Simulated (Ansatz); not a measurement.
Crystal: GaN.

```
Ga N
1.0
     0.00000    2.25350    2.25350
     2.25350    0.00000    2.25350
     2.25350    2.25350    0.00000
Ga N
1 1
Direct
  0.00000 0.00000 0.00000
  0.25000 0.25000 0.25000
```

The cell is a database's computed one.

* Program: Ansatz 0.2.0
* Task: relaxation of cell and atoms
* Functional: BPBE
* Potentials or basis: Ansatz PAW
* Cutoff: 420 eV (not typed: the program's choice for these potentials)
* k mesh: 10 × 10 × 10
* Occupations: fermi-dirac, width 0.05 eV
* Spin: no spin polarisation

At the start: volume 11.44 Å³/atom.

Task: How do energy, volume and symmetry change on relaxing?

Result: It ends after 7 steps and the volume is 11.74 Å³/atom (+2.6 %); space group F-43m (No. 216, to 0.05 Å).

Step by step:
```tsv
step	energy change (eV)	largest force (eV/Å)	volume (Å³)
1	0.0000	0.0000	22.89
2	-0.0056	0.0000	23.22
3	-0.0062	0.0000	23.45
4	-0.0062	0.0000	23.46
5	-0.0082	0.0000	23.46
6	-0.0082	0.0000	23.47
7	-0.0082	0.0000	23.47
```

Final structure:
```
Ga N
1.0
     0.00000    2.27255    2.27255
     2.27255    0.00000    2.27255
     2.27255    2.27255    0.00000
Ga N
1 1
Direct
  0.00000 0.00000 0.00000
  0.25000 0.25000 0.25000
```

Caveat: the plane-wave basis is chosen anew once the cell has moved, so the energies of steps on either side of that aren't comparable; the pressure holds a Pulay correction of +0.5 GPa for the finite cutoff; the PAW data sets come from PBE, with cores solved anew for the run's functional, which leaves a small shift of forces and pressure.
